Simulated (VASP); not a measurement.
# Be (P6_3/mmc) in VASP: reference runs

Aim: a first look at Be with PBE, on the cell as given and on a disturbed one.

All numbers are computed with VASP 6.6.1; they aren't measurements. Logs are shortened: lines on timing, memory, paths and dates and some standing lists are left out, and cuts for length are marked.

## 1. The crystal as given

The structure is hexagonal, space group P6_3/mmc (No. 194). Conventional cell: a = 2.285 Å, b = 2.285 Å, c = 3.584 Å, α = 90.00°, β = 90.00°, γ = 120.00°. Be (site symmetry -6m2) is surrounded by 12 Be at 2.23 to 2.29 Å.

## 2. Single point, PBE

Contents of INCAR:

```
SYSTEM = Be
PREC = Accurate ; ENCUT = 520
EDIFF = 1E-7 ; ISMEAR = -1
SIGMA = 0.05 ; LREAL = .False.
LASPH = .True. ; NELM = 80
ALGO = Normal ; ISIF = 2
LWAVE = .False. ; LCHARG = .False.
GGA = PE ; NBANDS = 9
```

Contents of KPOINTS:

```
regular mesh
0
Gamma
  13 13 8
  0 0 0
```

Contents of POSCAR:

```
Be
1.0
    2.2853000000      0.0000000000      0.0000000000
   -1.1426500000      1.9791278553      0.0000000000
    0.0000000000      0.0000000000      3.5842000000
Be
2
Direct
    0.6666666667      0.3333333333      0.7500000000
    0.3333333333      0.6666666667      0.2500000000
```

Potentials or basis: VASP PAW PBE potentials, release 64 (Be).

Command:

```sh
> cat potpaw_PBE.64/Be/POTCAR > POTCAR
> mpirun -np 1 vasp_std > vasp.out
```

OUTCAR:

```text
SYSTEM = Be
   PREC = Accurate
   ENCUT = 520
   EDIFF = 1E-7
   ISMEAR = -1
   LREAL = .False.
   LASPH = .True.
   NELM = 80
   ISIF = 2
   GGA = PE

 ion  position               nearest neighbor table
   1  0.667  0.333  0.750-   2 2.23   2 2.23   2 2.23   2 2.23   2 2.23   2 2.23
   2  0.333  0.667  0.250-   1 2.23   1 2.23   1 2.23   1 2.23   1 2.23   1 2.23

  LATTYP: Found a hexagonal cell.
 ALAT       =     2.2853000000
 C/A-ratio  =     1.5683717674

  Lattice vectors:

 A1 = (   2.2853000000,   0.0000000000,   0.0000000000)
 A2 = (  -1.1426500000,   1.9791278553,   0.0000000000)
 A3 = (   0.0000000000,   0.0000000000,   3.5842000000)

Analysis of symmetry for initial positions (statically):
=====================================================================
 Subroutine PRICEL returns:
 Original cell was already a primitive cell.

 Routine SETGRP: Setting up the symmetry group for a
 hexagonal supercell.

 Subroutine GETGRP returns: Found 24 space group operations
 (whereof 12 operations were pure point group operations)
 out of a pool of 24 trial point group operations.

The static configuration has the point symmetry D_3d.
 The point group associated with its full space group is D_6h.

Analysis of symmetry for dynamics (positions and initial velocities):
=====================================================================
 Subroutine PRICEL returns:
 Original cell was already a primitive cell.

 Routine SETGRP: Setting up the symmetry group for a
 hexagonal supercell.

 Subroutine GETGRP returns: Found 24 space group operations
 (whereof 12 operations were pure point group operations)
 out of a pool of 24 trial point group operations.

The dynamic configuration has the point symmetry D_3d.
 The point group associated with its full space group is D_6h.

 Subroutine INISYM returns: Found 24 space group operations
 (whereof 12 operations are pure point group operations),
 and found     1 'primitive' translations

----------------------------------------------------------------------------------------

                                     Primitive cell

  volume of cell :      16.2110

  direct lattice vectors                    reciprocal lattice vectors
     2.285300000  0.000000000  0.000000000     0.437579311  0.252636533  0.000000000
    -1.142650000  1.979127855  0.000000000     0.000000000  0.505273066  0.000000000
     0.000000000  0.000000000  3.584200000     0.000000000  0.000000000  0.279002288

  length of vectors
     2.285300000  2.285300000  3.584200000     0.505273066  0.505273066  0.279002288

  position of ions in fractional coordinates (direct lattice)
     0.666666667  0.333333333  0.750000000
     0.333333333  0.666666667  0.250000000

  ion indices of the primitive-cell ions
   primitive index   ion index
                 1           1
                 2           2

----------------------------------------------------------------------------------------

 KPOINTS: regular mesh

Automatic generation of k-mesh.
 Grid dimensions read from file:
 generate k-points for:   13   13    8

 Generating k-lattice:

  Cartesian coordinates                     Fractional coordinates (reciprocal lattice)
     0.033659947  0.019433579  0.000000000     0.076923077  0.000000000  0.000000000
     0.000000000  0.038867159  0.000000000     0.000000000  0.076923077  0.000000000
     0.000000000  0.000000000  0.034875286     0.000000000  0.000000000  0.125000000

  Length of vectors
     0.038867159  0.038867159  0.034875286

  Shift w.r.t. Gamma in fractional coordinates (k-lattice)
     0.000000000  0.000000000  0.000000000

 Subroutine IBZKPT returns following result:
 ===========================================

 Found    105 irreducible k-points:

 Following reciprocal coordinates:
            Coordinates               Weight
  0.000000  0.000000  0.000000      1.000000
  0.076923  0.000000  0.000000      6.000000
  0.153846  0.000000  0.000000      6.000000
  0.230769  0.000000  0.000000      6.000000
  0.307692  0.000000  0.000000      6.000000
  0.384615  0.000000  0.000000      6.000000
[... 42 lines left out ...]
  0.461538  0.000000  0.250000     12.000000
  0.076923  0.076923  0.250000     12.000000
 [... further k-points ...]
   k-points           NKPTS =    105   k-points in BZ     NKDIM =    105   number of bands    NBANDS=      9
   number of dos      NEDOS =    301   number of ions     NIONS =      2
   total plane-waves  NPLWV =   9072
   dimension x,y,z NGX =    18 NGY =   18 NGZ =   28
   dimension x,y,z NGXF=    36 NGYF=   36 NGZF=   56
   ions per type =               2
   NGX,Y,Z   is equivalent  to a cutoff of  13.09, 13.09, 12.99 a.u.
   NGXF,Y,Z  is equivalent  to a cutoff of  26.19, 26.19, 25.97 a.u.
 SYSTEM =  Be
   PREC   = accura    normal or accurate (medium, high low for compatibility)
   ISTART =      0    job   : 0-new  1-cont  2-samecut
   ICHARG =      2    charge: 1-file 2-atom 10-const
   ISPIN  =      1    spin polarized calculation?
   LNONCOLLINEAR =      F non collinear calculations
   LSORBIT =      F    spin-orbit coupling
   LASPH  =      T    aspherical Exc in radial PAW
   ENCUT  =  520.0 eV  38.22 Ry    6.18 a.u.   4.25  4.25  6.66*2*pi/ulx,y,z
   NELM   =     80;   NELMIN=  2; NELMDL= -5     # of ELM steps
   EDIFF  = 0.1E-06   stopping-criterion for ELM
   LREAL  =      F    real-space projection
   EDIFFG = 0.1E-05   stopping-criterion for IOM
   NSW    =      0    number of steps for IOM
   IBRION =     -1    ionic relax: 0-MD 1-quasi-New 2-CG
[... 8 lines left out ...]
   EMIN   =  10.00;   EMAX   =-10.00  energy-range for DOS
   EFERMI =   0.00;   METHOD = LEGACY
   ISMEAR =    -1;   SIGMA  =   0.05  broadening in eV -4-tet -1-fermi 0-gaus
   EFERMI_NEDOS =   21; number of points for ismear=-14 and -15
   IALGO  =     38    algorithm
[... 5 lines left out ...]
  Thomas-Fermi vector in A             =   2.160726
   LORBIT       =      0    0 simple, 1 ext, 2 COOP (PROOUT), +10 PAW based schemes
   GGA     = PE    functional components
   LHFCALC =     F    Hartree Fock is set to
   AEXX    =    0.0000 exact exchange contribution
   IVDW    =     0    specifies the selected vdW correction
   LEPSILON=     F    determine dielectric tensor
   LRPA    =     F    only Hartree local field effects (RPA)
 non-spin polarized calculation
  energy-cutoff  :      520.00
  volume of cell :       16.21
 maximum number of plane-waves:       454
 NGX is ok and might be reduce to    18
   NGX =  9   NGY =  9   NGZ = 13

 number of electron       4.0000000 magnetization

 Free energy of the ion-electron system (eV)
  ---------------------------------------------------
  ext. energy  EPLUGINS =         0.00000000
  ---------------------------------------------------
  free energy    TOTEN  =        -7.52848653 eV

  energy without entropy =       -7.52740174  energy(sigma->0) =       -7.52794414

 E-fermi :   6.6746     XC(G=0): -10.5238

 val. band max:        6.6085568101   @ k =   0.2308   0.1538   0.0000
 cond. band min:       6.7423803109   @ k =   0.3077   0.1538   0.0000
 fundamental gap:      0.1338235008
 Fermi energy:         6.6746354241

 k-point     1 :       0.0000    0.0000    0.0000
  band No.  band energies     occupation
      1      -4.3915      2.00000
      2       2.5065      2.00000
      3       7.9197      0.00000
      4      22.4292      0.00000
      5      22.4292      0.00000
      6      25.2481      0.00000
      7      25.2481      0.00000
      8      27.4107      0.00000
      9      33.4663      0.00000

 k-point     2 :       0.0769    0.0000    0.0000
  band No.  band energies     occupation
      1      -4.2233      2.00000
      2       2.7250      2.00000
      3       7.9718      0.00000
      4      21.1137      0.00000
      5      21.4951      0.00000
      6      25.2474      0.00000
      7      25.6901      0.00000
      8      27.0735      0.00000
      9      31.2344      0.00000

 k-point     3 :       0.1538    0.0000    0.0000
  band No.  band energies     occupation
      1      -3.7183      2.00000
      2       3.3791      2.00000
      3       8.1024      0.00000
      4      18.2895      0.00000
      5      19.9034      0.00000
      6      25.0107      0.00000
      7      25.7648      0.00000
      8      25.7908      0.00000
      9      28.2653      0.00000

 k-point     4 :       0.2308    0.0000    0.0000
  band No.  band energies     occupation
      1      -2.8762      2.00000
      2       4.4639      2.00000
      3       8.1741      0.00000
      4      15.3483      0.00000
      5      18.4278      0.00000
      6      23.2293      0.00000
      7      23.6256      0.00000
      8      25.1747      0.00000
      9      26.4007      0.00000

 k-point     5 :       0.3077    0.0000    0.0000
  band No.  band energies     occupation
      1      -1.7012      2.00000
      2       5.9670      2.00000
      3       7.7052      0.00000
      4      13.2976      0.00000
      5      17.2567      0.00000
      6      19.9402      0.00000
      7      21.0705      0.00000
      8      24.4259      0.00000
      9      26.0326      0.00000

 k-point     6 :       0.3846    0.0000    0.0000
  band No.  band energies     occupation
      1      -0.2155      2.00000
      2       6.1565      1.99994
      3       7.8493      0.00000
      4      12.8557      0.00000
      5      16.4548      0.00000
      6      16.6448      0.00000
      7      18.6870      0.00000
      8      23.8269      0.00000
      9      25.9844      0.00000
[... 361 lines left out ...]
 k-point    37 :       0.3077    0.1538    0.1250
  band No.  band energies     occupation
      1       0.4477      2.00000
      2       6.0192      2.00000
      3       8.7351      0.00000
      4      11.6961      0.00000
      5      13.7642      0.00000
      6      17.0098      0.00000
      7      20.5279      0.00000
      8      21.9619      0.00000
      9      25.4661      0.00000

 k-point    38 :       0.3846    0.1538    0.1250
  band No.  band energies     occupation
      1       2.1361      2.00000
      2       4.7093      2.00000
      3       9.5963      0.00000
      4      11.8417      0.00000
      5      12.4029      0.00000
      6      15.7056      0.00000
      7      19.8562      0.00000
      8      21.3277      0.00000
      9      24.9205      0.00000

 k-point    39 :       0.2308    0.2308    0.1250
  band No.  band energies     occupation
      1       0.3020      2.00000
      2       6.3619      1.99616
      3       9.7877      0.00000
      4       9.8533      0.00000
      5      13.9831      0.00000
      6      17.6390      0.00000
      7      20.1925      0.00000
      8      22.3419      0.00000
      9      24.3006      0.00000

 k-point    40 :       0.3077    0.2308    0.1250
  band No.  band energies     occupation
      1       1.9642      2.00000
      2       6.2352      1.99969
      3       8.3310      0.00000
      4      10.6310      0.00000
      5      13.2479      0.00000
      6      15.7977      0.00000
      7      19.8724      0.00000
      8      21.3290      0.00000
      9      22.9503      0.00000

 [... further k-points ...]
[... 5 lines left out ...]
  --------------------------------------------------------------------------------------
  -------------------------------------------------------------------------------------
  Total       -0.2347886     -0.2347886     -0.3413083      0.0000000      0.0000000      0.0000000
  in kB      -23.2048214    -23.2048214    -33.7324725      0.0000000      0.0000000      0.0000000
  external PRESSURE =     -26.7140385 kB  Pullay stress =       0.0000000 kB

 VOLUME and BASIS-vectors are now :
 -----------------------------------------------------------------------------
  energy-cutoff  :      520.00
  volume of cell :       16.21
      direct lattice vectors                 reciprocal lattice vectors
     2.285300000  0.000000000  0.000000000     0.437579311  0.252636533  0.000000000
    -1.142650000  1.979127855  0.000000000     0.000000000  0.505273066  0.000000000
     0.000000000  0.000000000  3.584200000     0.000000000  0.000000000  0.279002288

 POSITION                                       TOTAL-FORCE (eV/Angst)
 -----------------------------------------------------------------------------------
      1.14265      0.65971      2.68815        -0.000000      0.000000      0.000000
     -0.00000      1.31942      0.89605         0.000000     -0.000000      0.000000
 -----------------------------------------------------------------------------------
    total drift:                                0.000000     -0.000000      0.000000

  FREE ENERGIE OF THE ION-ELECTRON SYSTEM (eV)
  ---------------------------------------------------
  free  energy   TOTEN  =        -7.5284865326 eV

  energy  without entropy=       -7.5274017447  energy(sigma->0) =       -7.52794414
```

Run time: 25 s. Hardware: 1 thread of AMD EPYC 7R43 (Zen 3), shared host; peak memory 0.09 GiB.

What came out:

* Free energy: -7.5285 eV
* Pressure: -2.7 GPa
* Band gap on the k mesh: none (metal or under the smearing width)

## 3. Single point, PBE (atoms moved at random, drawn with an rms of 0.05 Å)

Contents of INCAR:

```
SYSTEM = Be
PREC = Accurate
ENCUT = 520
EDIFF = 1E-7
ISMEAR = -1
SIGMA = 0.05
LREAL = .False.
LASPH = .True.
NELM = 100
ALGO = Normal
ISIF = 2
LWAVE = .False.
LCHARG = .False.
GGA = PE
NBANDS = 9
```

Contents of KPOINTS:

```
Automatic mesh
0
Gamma
  13 13 8
  0 0 0
```

Contents of POSCAR:

```
Be
1.0
    2.2853000000      0.0000000000      0.0000000000
   -1.1426500000      1.9791278553      0.0000000000
    0.0000000000      0.0000000000      3.5842000000
Be
2
Direct
    0.6882380000      0.3384440000      0.7501790000
    0.3173940000      0.6567560000      0.2585440000
```

Potentials or basis: VASP PAW PBE potentials, release 64 (Be).

Command:

```sh
> cat potpaw_PBE.64/Be/POTCAR > POTCAR
> mpirun -np 1 vasp_std > vasp.out
```

OUTCAR:

```text
SYSTEM = Be
   PREC = Accurate
   ENCUT = 520
   EDIFF = 1E-7
   ISMEAR = -1
   LREAL = .False.
   LASPH = .True.
   NELM = 100
   ISIF = 2
   GGA = PE

 ion  position               nearest neighbor table
   1  0.688  0.338  0.750-   2 2.16   2 2.21   2 2.22   2 2.23   2 2.27   2 2.28
   2  0.317  0.657  0.259-   1 2.16   1 2.21   1 2.22   1 2.23   1 2.27   1 2.28

  LATTYP: Found a hexagonal cell.
 ALAT       =     2.2853000000
 C/A-ratio  =     1.5683717674

  Lattice vectors:
[... 686 lines left out ...]
      2       7.0503      0.00084
      3       7.0623      0.00066
      4      12.8060      0.00000
      5      15.8064      0.00000
      6      18.1641      0.00000
      7      20.2987      0.00000
      8      23.7096      0.00000
      9      26.9577      0.00000

 [... further k-points ...]
[... 5 lines left out ...]
  --------------------------------------------------------------------------------------
  -------------------------------------------------------------------------------------
  Total       -0.1682689     -0.2921137     -0.2920068      0.1405803     -0.0131472     -0.0283288
  in kB      -16.6304897    -28.8704256    -28.8598627     13.8939528     -1.2993748     -2.7998136
  external PRESSURE =     -24.7869260 kB  Pullay stress =       0.0000000 kB

 VOLUME and BASIS-vectors are now :
 -----------------------------------------------------------------------------
  energy-cutoff  :      520.00
  volume of cell :       16.21
      direct lattice vectors                 reciprocal lattice vectors
     2.285300000  0.000000000  0.000000000     0.437579311  0.252636533  0.000000000
    -1.142650000  1.979127855  0.000000000     0.000000000  0.505273066  0.000000000
     0.000000000  0.000000000  3.584200000     0.000000000  0.000000000  0.279002288

 POSITION                                       TOTAL-FORCE (eV/Angst)
 -----------------------------------------------------------------------------------
      1.18611      0.66982      2.68879        -0.255150     -0.117940      0.228131
     -0.02510      1.29980      0.92667         0.255150      0.117940     -0.228131
 -----------------------------------------------------------------------------------
    total drift:                                0.000000     -0.000000      0.000000

  FREE ENERGIE OF THE ION-ELECTRON SYSTEM (eV)
  ---------------------------------------------------
  free  energy   TOTEN  =        -7.5148429358 eV

  energy  without entropy=       -7.5138123027  energy(sigma->0) =       -7.51432762
```

stdout:

```text
POSCAR found type information on POSCAR Be
 POSCAR found :  1 types and       2 ions
 scaLAPACK will be used
 LDA part: xc-table for (Slater+PW92), standard interpolation
 POSCAR, INCAR and KPOINTS ok, starting setup
 FFT: planning ... GRIDC
 FFT: planning ... GRID_SOFT
 FFT: planning ... GRID
 WAVECAR not read
 entering main loop
```

Wall time 2 min (1 thread of AMD EPYC 7R43 (Zen 3), shared host); peak memory 0.14 GiB.

What came out:

| Property | Result |
| --- | --- |
| Free energy | -7.5148 eV |
| Pressure | -2.5 GPa |
| Largest force | 0.362 eV/Å |
| Band gap on the k mesh | none (metal or under the smearing width) |

Forces in eV/Å, atoms in the order of the input:
```
Be  -0.255 -0.118  0.228
Be   0.255  0.118 -0.228
```

Levels at points of the mesh, in eV from the Fermi level:
```
           k point  band 1  band 2  band 3  band 4  band 5
(0.00, 0.00, 0.00)  -11.05   -4.16    1.25   15.55   16.02
(0.00, 0.00, 0.50)   -8.96   -8.84   10.52   11.04   17.24
```
